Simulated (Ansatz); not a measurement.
This HfO2 structure is the end of a relaxation. The cell was found from a structure generator's guess, not taken from experiment.

These are results of DFT PBE, scalar-relativistic, plane waves, PAW in Ansatz, not measurements. Cutoff 420 eV, Γ-centred mesh, Gaussian smearing, no spin polarisation.

```xyz
6
Lattice="-2.0093 2.0093 5.3227 2.0093 -2.0093 5.3227 2.0093 2.0093 -5.3227" Properties=species:S:1:pos:R:3 pbc="T T T"
Hf    0.0000    0.0000    0.0000
Hf    0.0000    2.0093    2.6614
O     0.0000    0.0000    8.4981
O     0.0000    2.0093    4.8086
O     0.0000    2.0093    0.5141
O     0.0000    0.0000    2.1473
```

Formation energies are uncorrected and refer to the elements' standard structures at the same level (O₂ as a molecule).

Q: What space group does it have?

A: I4_1/amd (No. 141), the anatase type. Conventional cell: a = 4.019 Å, c = 10.645 Å. Around Hf lie 6 O at 2.07–2.15 Å; O has 3 Hf at 2.07–2.15 Å.

Q: What is its formation energy per atom?

A: −3.465 eV/atom. A negative formation energy is needed for stability but isn't enough: competing phases decide.

Q: Is it a metal?

A: No, the gap on the 8×8×8 mesh is 4.43 eV.

The last run used an 8×8×8 mesh for its 6-atom cell and Gaussian smearing of 0.02 eV. These runs have no spin–orbit coupling, which can matter for Hf. Kohn–Sham gaps at this level usually fall short of measured ones. A later test with randomly moved atoms came back to the same energy, though modes that don't fit the test's cell weren't probed.
